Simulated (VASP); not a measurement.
A run of VASP 6.6.1 is set up as follows.

Contents of INCAR:

```
PREC = Accurate
ENCUT = 520
EDIFF = 1E-6
ISMEAR = 0
SIGMA = 0.1
LREAL = F
LASPH = T
NELM = 100
ALGO = Normal
ISIF = 2
LWAVE = F
LCHARG = F
GGA = PE
NBANDS = 11
```

KPOINTS

```
regular mesh
0
Gamma
  10 10 12
```

The input POSCAR:

```
Ba
1.0
    3.9732923065      0.0000000000      0.0000000000
    0.0000000000      3.9732923065      0.0000000000
    0.0000000000      0.0000000000      3.4736123280
Ba
1
Direct
    0.5000000000      0.5000000000      0.5000000000
```

Potentials or basis: VASP PAW PBE potentials, release 64 (Ba_sv).

Run with:

```sh
$ cat potpaw_PBE.64/Ba_sv/POTCAR > POTCAR
$ mpirun -np 1 vasp_std > vasp.out
```

(1) What does it give for the band gap on the k mesh?

(2) Predict the pressure.

Results:

(1) none (metal or under the smearing width).

(2) 1.4 GPa.
